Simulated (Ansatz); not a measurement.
The numbers come from plane-wave PAW DFT (Ansatz): r2SCAN, collinear spin, 500 eV, 5×5×7 (shifted by 0, 0.5, 0.5 steps) k points, methfessel-paxton occupations (width 0.0725 eV). Nothing was relaxed.

Computed maps in the lattice plane spanned by a (left to right, 5.41 Å, 16 points from zero) and b (bottom to top, 5.40 Å, 16 points from zero), 59° apart, at height 0.019 along c. The fields are smooth PAW ones with compensation charges, not the true ones near nuclei.

Valence density. Digits on a logarithmic scale: 0 up to 0.03 e/Å³, each further digit a factor of 1.6, 9 from 1.3 e/Å³ up:
```
9998554334699989
9998543323699998
7665443222479999
7544333211358999
7533322210135788
5432221100012456
4322111000001234
3321100000001123
4443100000012223
5776420001122234
6999742111223334
7999974212333445
7999996322334577
9999997433344699
9999997534455699
9997776444678789
```

Question: The cell is TiO2. Which atoms lie within 0.2 Å of this plane, and where (fractions of a and b)?

Answer: Ti at (0.02, 0.01), O at (0.17, 0.17), O at (0.80, 0.81). The whole cell:
```xyz
6
Lattice="-1.8816 1.8761 4.7129 1.8756 -1.8735 4.7096 1.8796 1.8716 -4.7119" Properties=species:S:1:pos:R:3 pbc="T T T"
Ti    0.0105    0.0590    0.0495
Ti   -0.0212    1.8564    2.3403
O     1.8328    1.8252   -2.9851
O    -0.0555    1.9158    4.0438
O     0.0032    1.8968    0.6500
O     1.8449    1.8199    3.0017
```

The state carries no moments; the state need not be the lowest.

Origin: a strained cell with displaced atoms, so it need not be a known compound. Caveats: atoms or cell far from equilibrium.
